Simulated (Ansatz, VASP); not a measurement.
# One calculation of AlN, two programs

```xyz
4
Lattice="3.0577 0.0000 0.0000 -1.5289 2.6480 0.0000 0.0000 0.0000 5.3391" Properties=species:S:1:pos:R:3 pbc="T T T"
Al    0.0000    1.7654    0.0367
Al    1.5289    0.8827    2.7063
N     0.0000    1.7654    2.0188
N     1.5289    0.8827    4.6884
```

Alike in both runs: functional LDA; k mesh 9 × 9 × 6; occupations gaussian, width 0.05 eV; no spin polarisation.

Ansatz relaxed the structure, and its values are those at the end. VASP's run is a single point on that final structure, the one shown.

```csv
,VASP,Ansatz
version,VASP 6.6.1,Ansatz 0.2.0
potentials or method,"VASP PAW LDA potentials, release 64 (Al, N)","scalar-relativistic, plane waves, PAW"
plane-wave cutoff (eV),520,520
valence electrons in the cell,16,16
```

```tsv
	VASP	Ansatz	Ansatz less VASP
gap on the k mesh at the Fermi level (eV)	3.65	3.64	-0.003
least direct gap on the mesh (eV)	3.65	3.64	-0.003
pressure (GPa)	-9.3	-9.8	-0.48
rms of the force components (eV/Å)	0.010	0.000	-0.0103
```

Ansatz warned: «pseudo_functional_mismatch».
